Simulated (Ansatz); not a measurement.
**SnS2: energy along a strain**

SnS2, P-3m1, a = 3.670 Å, c = 5.800 Å. Ansatz: PBE+D3(BJ), PAW, 420 eV, Γ-centred 12×12×6 mesh on 3 atoms, Gaussian smearing 0.05 eV; no spin polarisation. Cell vectors (Å): 3.670 0.000 0.000; -1.835 3.178 0.000; 0.000 0.000 5.800. The cell is strained by x per cent times the pattern (0 0 1 0 0 0) in the order xx yy zz yz xz xy (engineering shears), with fractional coordinates held. y is the free energy over the start, V0 = 22.548 Å³/atom.

```tsv
x (%)	y (meV/atom)
-4.00	?
-3.00	7.86
-2.00	3.49
-1.00	0.88
0.00	0.00
1.00	0.81
2.00	3.27
3.00	7.33
3.50	9.95
4.00	12.95
```

Task: Fit y = c1 x + c2 x² + c3 x³ to the other rows, get the stiffness along the pattern, and predict the missing energy.

Result: Least squares on the rows shown. y = −0.02646 x + 0.8440 x² − 0.006955 x³. The clamped-ion stiffness p·C·p = 2 × 8.440 eV × 160.2 / 22.548 Å³ = 120 GPa, which is C33 in these axes; c1 is there for the stress left in the start, which by itself gives a slope of -0.03 meV/atom per %. At x = -4.00 the fit asked for gives 14.05 meV/atom. The run gave 14.05 meV/atom, the same to the digits shown.

Cost: 10 runs of about 1 core-minutes in all, on Intel Xeon Platinum 8259CL (Skylake/Cascade Lake) (shared hosts).